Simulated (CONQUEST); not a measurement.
CdF2 under changes of volume

One of the cells (13.295 Å³/atom); the others are scaled copies at fixed shape and fractional positions:

```xyz
6
Lattice="3.8351 0.0000 0.0000 0.0000 3.8351 0.0000 0.0000 0.0000 5.4237" Properties=species:S:1:pos:R:3 pbc="T T T"
Cd    0.0000    0.0000    0.0000
Cd    1.9176    1.9176    2.7118
F     0.0000    1.9176    1.3559
F     1.9176    0.0000    4.0678
F     0.0000    1.9176    4.0678
F     1.9176    0.0000    1.3559
```

```yaml
Program: CONQUEST 1.3
Functional: PBE
Potentials_or_basis: PseudoDojo NC PBE, DZP, grid of 40 × 40 × 60 points
k_mesh: 7 × 7 × 5
Occupations: fermi-dirac, width 0.05 eV
Spin: no spin polarisation
```

```csv
volume (Å³/atom),energy over the lowest point (meV/atom),pressure (GPa),gap on the mesh (eV)
12.253,67.93,15.7,3.33
12.513,44.92,12.5,3.26
13.035,14.57,6.5,3.10
13.295,6.41,3.9,3.03
13.556,?,?,?
13.817,0.00,0.0,2.88
```

Q: What does the run at 13.556 Å³/atom give?

A: Energy over the lowest point 1.64 meV/atom; pressure 1.9 GPa; gap on the mesh 2.96 eV.

Worked out: A Birch-Murnaghan fit of order 3 (a polynomial in V^(-2/3)) to the other rows has its minimum at 13.83 Å³/atom, just outside them, with B0 = V·E''(V) = 88 GPa and B' = 7.0. It gives 1.58 meV/atom at 13.556 Å³/atom, against the run's 1.64, and -dE/dV = 1.9 GPa, against 1.9. A straight line through the other rows of the gap, of slope -3.76 eV per unit of ln V, gives 2.95 eV, against the run's 2.96.

Energies are extrapolated to zero smearing.

Caveats: an odd mesh through Γ misses points on the zone boundary, where band edges often lie; the basis of atomic orbitals isn't converged, which shifts pressures, moduli and gaps; the real-space grid breaks the cell's symmetry a little. Spin-orbit coupling on Cd is left out.
